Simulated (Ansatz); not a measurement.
## CdSe (F-43m): phonons

Level of theory: PBEsol, PAW on Ansatz 0.2.0's default frozen-core files (fitted under PBE), scalar-relativistic.

Cell and atoms were relaxed beforehand by PAW with this functional.

The structure is one entry of a database and needn't be the stable phase.

Command line:

```sh
ansatz run input.yaml --threads 1 --pin off --max-ram 3072MiB --backend cpu --events-out ev --progress --plain --runs-dir out
```

Input:

```yaml
crystal:
  lattice:
    - [0.0, 3.04131444503, 3.04131444503]
    - [3.04131444503, 0.0, 3.04131444503]
    - [3.04131444503, 3.04131444503, 0.0]
  atoms:
    - { symbol: Cd, position: [0.0, 0.0, 0.0] }
    - { symbol: Se, position: [0.75, 0.75, 0.75] }
kpoints:
  mp_grid: { grid: [6, 6, 6] }
scf:
  occupations: { method: fixed }
hamiltonian:
  xc: pbesol
  pseudopotentials: { kind: paw }
phonons:
  qmesh: [2, 2, 2]
  qpath:
    path:
      - [0.0, 0.0, 0.0]
      - [-0.5, -0.5, 0.0]
      - [-0.375, -0.375, 0.25]
      - [-0.375, 0.0, 0.375]
      - [0.0, 0.0, 0.0]
      - [0.0, 0.0, 0.5]
      - [-0.5, -0.25, 0.25]
      - [-0.5, -0.5, 0.0]
    npoints: 6
  temperatures: { t_min: 0, t_max: 1000, t_step: 100 }
```

Output:

```
Warning: phonons: the dynamical matrix that this run interpolates holds no multipole term above the dipole-dipole one, and a site of this crystal is no centre of inversion, so its interpolated transverse optical and acoustic branches and sound speeds can stay off near Gamma, and the density of states and the thermodynamics with them. What a run solves at a wave vector of phonons.qpoints, Gamma apart, where the deck ...
Warning: RAYON_NUM_THREADS=1 ignored (pool sized by the plan → 1); use --threads N
Engine: ansatz 0.2.0, x86_64-unknown-linux-gnu
Pseudopotentials: kind: paw
Pseudopotential: Cd, paw, valence charge 20, recommended cutoff 420 eV (normal), Cd.paw.azcp
Pseudopotential: Se, paw, valence charge 16, recommended cutoff 420 eV (normal), Se.paw.azcp
Functional definition: PBEsol
  exchange = pbesol_x
  correlation = pbesol_c
Crystal: 4 atoms, lattice volume = 112.524 Å³
Basis set: ecut = 420 eV, 2173 PW (Γ), FFT grids on a1, a2, −a1+a2+a3, exchange–correlation on 60×60×90 points (8 copies of the dense FFT grid, shifted against one another)
Bands: 44, of which v1, the nominal top of the filled ones, is band 36 counted from 1 (35 counted from 0)
Symmetry: 16 space group operations
k-points: 20 of 108 (time reversal used)
Non-local potential: Cd, projectors of the file, l = 0: 3, l = 1: 2, l = 2: 2, l = 3: 1
Non-local potential: Se, projectors of the file, l = 0: 2, l = 1: 2, l = 2: 3, l = 3: 1
PAW form: soft (Blöchl's): semilocal exchange-correlation on the pseudo side does not see the compensation charge
PAW frozen core: Cd, regenerated for the run's functional, and the local potential with it (the file was generated under x = pbe(κ = 0.804, μ = 0.2195149727645171), c = pbe(β = 0.06672455060314922))
PAW frozen core: Se, regenerated for the run's functional, and the local potential with it (the file was generated under x = pbe(κ = 0.804, μ = 0.2195149727645171), c = pbe(β = 0.06672455060314922))
[... 153 lines left out ...]
  ε⁰ (static dielectric tensor): not given — the deck does not say what the cell's rigid motions are, and on a molecule in a box or a wire the rigid rotations would enter the sum over the modes at Γ. For a crystal or a slab, ...
  Born effective charges Z* (e; rows j = field, columns β = displacement):
    site 0:
         2.24265   -0.00000   -0.00000
        -0.00000    2.24265    0.00000
         0.00000    0.00000    2.24265
    site 1:
        -2.24265    0.00000    0.00000
         0.00000   -2.24265   -0.00000
        -0.00000   -0.00000   -2.24265
  Z* charge neutrality: 1.535e-3 e pre-enforcement
  solved inside a basis spanned on the 6×6×6 k-mesh, on 8×8×8 k-points transformed towards the longest dipole: ε∞ is read to err by 2.4e-2, Z* by 2.2e-2 e; Z* is corrected for what the basis lacks
  optical modes at Γ without the LO–TO term, one row a degenerate level:
      ω (cm⁻¹)  modes    IR ((D/Å)²/amu)
        166.42      3             7.5046
  optical modes at Γ + LO–TO along q̂ = [1.0000, 0.0000, 0.0000]:
      ω (cm⁻¹)  modes    IR ((D/Å)²/amu)
        166.42      2             5.0030
        197.96      1             2.5015
  optical modes at Γ + LO–TO along q̂ = [0.0000, 1.0000, 0.0000]:
      ω (cm⁻¹)  modes    IR ((D/Å)²/amu)
        166.42      2             5.0030
        197.96      1             2.5015
  optical modes at Γ + LO–TO along q̂ = [0.0000, 0.0000, 1.0000]:
      ω (cm⁻¹)  modes    IR ((D/Å)²/amu)
        166.42      2             5.0030
        197.96      1             2.5015
--- Phonons (by wavevector): 3 wavevectors in 2 supercells ---
  supercell 1 (2 cells, vectors [1, 0, 0], [0, 1, -1], [0, 0, 2] in multiples of the cell's): 3 displaced members by 0.0025 Å; free energy -27218.809298 eV; taken off its force constants: by the sum rule 1.2e-4, by the ...
  symmetry images taken by strict's conditions (phonons.symmetry_images: auto; settled by no image being taken that strict refuses)
  supercell 2 (2 cells, vectors [1, 0, 0], [0, 1, 0], [0, 0, 2] in multiples of the cell's): 4 displaced members by 0.0025 Å; free energy -27218.809298 eV; taken off its force constants: by the sum rule 1.0e-4, by the ...
  symmetry images taken by strict's conditions (phonons.symmetry_images: auto; settled by no image being taken that strict refuses)
  q = [0.0000, 0.0000, 0.0000] (star 1, supercell 1; hermiticity 0.00e0, symmetrization 2.67e-6): -0.00 -0.00 -0.00 166.42 166.42 166.42
  q = [0.0000, 0.0000, -0.5000] (star 4, supercell 2; hermiticity 1.50e-16, symmetrization 6.13e-16): 33.13 33.13 122.09 173.42 173.42 183.86
  q = [0.0000, -0.5000, -0.5000] (star 3, supercell 1; hermiticity 8.97e-17, symmetrization 5.35e-16): 40.71 40.71 139.35 171.69 181.95 181.95
  joined force constants: q→R imaginary residual 4.84e-17
  density of states and harmonic sums: on the 18×18×18 q-mesh, interpolated from the force constants of a 2×2×2 supercell (with the dipole–dipole term)
  largest difference from the sums on the solved wave vectors: F 7.01e-2 eV, S 1.02e-4 and C_V 3.22e-5 eV/K
```

The run converged.

**Zone-centre phonons**

Harmonic phonons of a crystal by Kohn-Sham DFT at the given cell, standard atomic masses, acoustic sum rule imposed; negative wavenumbers are unstable modes; optical zone-centre levels upwards with Mulliken labels, activity, and the element with most of the kinetic energy.

```
Point group : -43m
```

| number | phonon wavenumber (cm⁻¹) | label | infrared | raman | lead element |
| --- | --- | --- | --- | --- | --- |
| 1 | 166.4 | T2 | yes | yes | Se |

Harmonic thermodynamics:

Sums over wave vectors interpolated from the q mesh.

```
Zero point energy : 22.67 meV/atom
```

| temperature (K) | phonon heat capacity (k_B/atom) | phonon entropy (k_B/atom) | phonon free energy (meV/atom) |
| --- | --- | --- | --- |
| 100 | 2.264 | 2.301 | 13.61 |
| 200 | 2.776 | 4.076 | -14.49 |
| 300 | 2.896 | 5.229 | -54.88 |
| 400 | 2.941 | 6.069 | -103.7 |
| 500 | 2.962 | 6.727 | -159 |
| 600 | 2.973 | 7.269 | -219.3 |
| 700 | 2.98 | 7.728 | -284 |
| 800 | 2.985 | 8.126 | -352.3 |
| 900 | 2.988 | 8.478 | -423.9 |
| 1000 | 2.99 | 8.792 | -498.3 |

**Phonons on the q mesh**

One row a degenerate set, branches counted upwards.

```
Unstable phonons : no
```

| point | q a (r.l.u.) | q b (r.l.u.) | q c (r.l.u.) | branch | phonon wavenumber (cm⁻¹) | degeneracy |
| --- | --- | --- | --- | --- | --- | --- |
| Gamma | 0 | 0 | 0 | 4 | 166.4 | 3 |
| L | 0.5 | 0 | 0 | 1 | 33.1 | 2 |
| L | 0.5 | 0 | 0 | 3 | 122.1 | 1 |
| L | 0.5 | 0 | 0 | 4 | 173.4 | 2 |
| L | 0.5 | 0 | 0 | 6 | 183.9 | 1 |
| X | 0.5 | 0.5 | 0 | 1 | 40.7 | 2 |
| X | 0.5 | 0.5 | 0 | 3 | 139.4 | 1 |
| X | 0.5 | 0.5 | 0 | 4 | 171.7 | 1 |
| X | 0.5 | 0.5 | 0 | 5 | 182 | 2 |

Caveats: frozen-core PAW files fitted under PBE, their cores solved anew for the functional of the run; no LO-TO term at the zone centre; coarse q mesh.

It took 89 s on 1 thread of Intel(R) Xeon(R) Platinum 8488C (Sapphire Rapids), on a shared host, peak memory 0.64 GiB.
